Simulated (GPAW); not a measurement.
Write an ASE script for GPAW 26.7.0 that does the following.

```yaml
Task: optical spectrum
Functional: PBE
Potentials_or_basis: GPAW PAW data sets (gpaw-data 1.2.1)
Cutoff: 550 eV
Basis: pw
k_mesh: 3 × 3 × 3
Occupations: fermi-dirac, width 0.001 eV
Spin: collinear spin, ferromagnetic start
Starting_moments: "[3.0, 3.0, 3.0, 3.0, 0.0, 0.0, 0.0, 0.0, 0.0, 0.0] μB"
Hubbard_terms: Fe d U = 7 eV
Kernel: RPA
Eta: 0.15 eV
Response_ecut: 40 eV
Scissors: 0 eV
Maxiter: 150
Response_k_mesh: 4 × 4 × 4
Domega0: 0.05 eV
Omega2: 10 eV
Response_bands: 114
Directions: "[\"x\", \"z\"]"
Intraband: no
```

The structure of Fe2O3 (Hematite) lies in Fe2O3.cif:

```cif
data_Fe2O3
_cell_length_a 5.03800000
_cell_length_b 5.03800000
_cell_length_c 13.77200000
_cell_angle_alpha 90.00000000
_cell_angle_beta 90.00000000
_cell_angle_gamma 120.00000000
_space_group_name_H-M_alt 'R-3c'
_space_group_name_Hall '-R 3 2"c'
_space_group_IT_number 167
loop_
_space_group_symop_operation_xyz
'x,y,z'
'-x,-y,-z'
'-y,x-y,z'
'y,-x+y,-z'
'-x+y,-x,z'
'x-y,x,-z'
'y,x,-z+1/2'
'-y,-x,z+1/2'
'x-y,-y,-z+1/2'
'-x+y,y,z+1/2'
'-x,-x+y,-z+1/2'
'x,x-y,z+1/2'
'x+2/3,y+1/3,z+1/3'
'-x+2/3,-y+1/3,-z+1/3'
'-y+2/3,x-y+1/3,z+1/3'
'y+2/3,-x+y+1/3,-z+1/3'
'-x+y+2/3,-x+1/3,z+1/3'
'x-y+2/3,x+1/3,-z+1/3'
'y+2/3,x+1/3,-z+5/6'
'-y+2/3,-x+1/3,z+5/6'
'x-y+2/3,-y+1/3,-z+5/6'
'-x+y+2/3,y+1/3,z+5/6'
'-x+2/3,-x+y+1/3,-z+5/6'
'x+2/3,x-y+1/3,z+5/6'
'x+1/3,y+2/3,z+2/3'
'-x+1/3,-y+2/3,-z+2/3'
'-y+1/3,x-y+2/3,z+2/3'
'y+1/3,-x+y+2/3,-z+2/3'
'-x+y+1/3,-x+2/3,z+2/3'
'x-y+1/3,x+2/3,-z+2/3'
'y+1/3,x+2/3,-z+1/6'
'-y+1/3,-x+2/3,z+1/6'
'x-y+1/3,-y+2/3,-z+1/6'
'-x+y+1/3,y+2/3,z+1/6'
'-x+1/3,-x+y+2/3,-z+1/6'
'x+1/3,x-y+2/3,z+1/6'
loop_
_atom_site_label
_atom_site_type_symbol
_atom_site_symmetry_multiplicity
_atom_site_Wyckoff_symbol
_atom_site_fract_x
_atom_site_fract_y
_atom_site_fract_z
_atom_site_occupancy
Fe1 Fe 12 c 0.6666666667 0.3333333333 0.1886333333 1
O1 O 18 e 0.6392333333 0.9725666667 0.4166666667 1
```

One way to write it, as run:

run.py

```python
import spglib
from ase import Atoms
from ase.dft.bandgap import bandgap
from ase.io import read, write
from gpaw import GPAW, PW
from gpaw.response.df import DielectricFunction

atoms = read('Fe2O3.cif')
cell, positions, numbers = spglib.find_primitive(
    (atoms.cell[:], atoms.get_scaled_positions(), atoms.numbers), symprec=1e-4)
atoms = Atoms(numbers, cell=cell, scaled_positions=positions, pbc=True)
atoms.set_initial_magnetic_moments([3.0, 3.0, 3.0, 3.0, 0.0, 0.0, 0.0, 0.0, 0.0, 0.0])

calc = GPAW(mode=PW(550),
            xc='PBE',
            kpts={'size': (3, 3, 3), 'gamma': True},
            occupations={'name': 'fermi-dirac', 'width': 0.001},
            setups={'Fe': ':d,7.0'},
            nbands=63,
            convergence={'density': 1e-06},
            maxiter=150,
            txt='gpaw.txt')
atoms.calc = calc
energy = atoms.get_potential_energy()
calc.write('gs.gpw')
write('result.traj', atoms)
print(f'Energy: {energy:.6f} eV')
print('Moments:', calc.get_magnetic_moments().round(3))
print('Fermi level:', round(calc.get_fermi_level(), 4), 'eV')
print(f'Gap: {bandgap(calc)[0]:.4f} eV, direct: {bandgap(calc, direct=True)[0]:.4f} eV')

dense = calc.fixed_density(kpts={'size': (4, 4, 4), 'gamma': True},
                           nbands=120, convergence={'bands': 114},
                           update_fermi_level=True, txt='dense.txt')
dense.write('dense.gpw', mode='all')

df = DielectricFunction('dense.gpw', frequencies={'type': 'nonlinear', 'domega0': 0.05, 'omega2': 10},
                        eta=0.15, ecut=40, nbands=114, intraband=False, txt='df.txt')
for direction in ['x', 'z']:
    df.get_dielectric_function(xc='RPA', direction=direction, filename=f'df_{direction}.csv')
    e0, e = df.get_macroscopic_dielectric_constant(xc='RPA', direction=direction)
    print(f'{direction}: static eps {e0:.4f} without, {e:.4f} with local fields')
```

Potentials or basis: GPAW PAW data sets (gpaw-data 1.2.1), pw.

The run is started by

```bash
$ OMP_NUM_THREADS=1 python run.py
```

Results of the run:

```json
{
  "Band gap on the k mesh": "2.51 eV, indirect (least direct gap 2.68 eV)",
  "Net moment": "20.00 μB per cell",
  "Site moments": "Fe +4.39; O +0.22 μB"
}
```

Caveat: the k mesh is coarse; the long-wavelength limit can be off by several per cent where d states take part; response on these states lacks terms of the Hamiltonian; spectra need much finer meshes, so this one isn't converged; independent-particle spectra lack excitons; only a ferromagnetic start was run, and an antiferromagnetic order may lie lower in energy.

It took 13 min on 1 thread of Arm Neoverse V1, on a shared host, peak memory 0.71 GiB.
